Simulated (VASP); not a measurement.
Write the native input for VASP 6.6.1 that does the following.

```
Task                   : single point
Functional             : r2SCAN
Potentials or basis    : VASP PAW PBE potentials, release 64 (Ag, Br)
Cutoff                 : 520 eV
k mesh                 : 8 × 8 × 8
Occupations            : gaussian, width 0.05 eV
Spin                   : no spin polarisation
Dipole correction      : no
Further INCAR settings : ALGO = Normal; EDIFF = 1e-07; NBANDS = 16
```

Crystal: AgBr.

```
Ag Br
1.0
     0.00000    2.88605    2.88605
     2.88605    0.00000    2.88605
     2.88605    2.88605    0.00000
Ag Br
1 1
Direct
  0.50000 0.50000 0.50000
  0.00000 0.00000 0.00000
```

One way to write it, as run:

POSCAR

```
AgBr
1.0
    0.0000000000      2.8860500000      2.8860500000
    2.8860500000      0.0000000000      2.8860500000
    2.8860500000      2.8860500000      0.0000000000
Ag Br
1 1
Direct
    0.5000000000      0.5000000000      0.5000000000
    0.0000000000      0.0000000000      0.0000000000
```

INCAR.step1

```
  ALGO = Normal
  EDIFF = 1E-4
  ENCUT = 520
  GGA = PE
  ISMEAR = 0
  LASPH = T
  LCHARG = F
  LREAL = F
  LWAVE = T
  NBANDS = 16
  NELM = 100
  PREC = Accurate
  SIGMA = 0.05
```

INCAR.step2

```
  ALGO = Normal
  EDIFF = 1E-7
  ENCUT = 520
  ISIF = 2
  ISMEAR = 0
  ISTART = 1
  LASPH = T
  LCHARG = F
  LMIXTAU = T
  LREAL = F
  LWAVE = F
  METAGGA = R2SCAN
  NBANDS = 16
  NELM = 100
  PREC = Accurate
  SIGMA = 0.05
```

KPOINTS

```
k-points
0
Gamma
  8 8 8
```

Potentials or basis: VASP PAW PBE potentials, release 64 (Ag, Br).

Launch:

```console
$ cat potpaw_PBE.64/Ag/POTCAR potpaw_PBE.64/Br/POTCAR > POTCAR
$ cp INCAR.step1 INCAR
$ mpirun -np 1 vasp_std > vasp.out
$ cp INCAR.step2 INCAR
$ mpirun -np 1 vasp_std > vasp.out
```

It gave:

The pressure is 0.3 GPa and the band gap on the k mesh is 1.25 eV, indirect (least direct gap 3.21 eV).

Caveat: the PAW data sets were made with another functional, which shifts forces and pressure a little.

It took 2.5 min on 1 thread of Intel(R) Xeon(R) Platinum 8175M CPU @ 2.50GHz (Skylake/Cascade Lake) (shared host), peak memory 0.18 GiB.
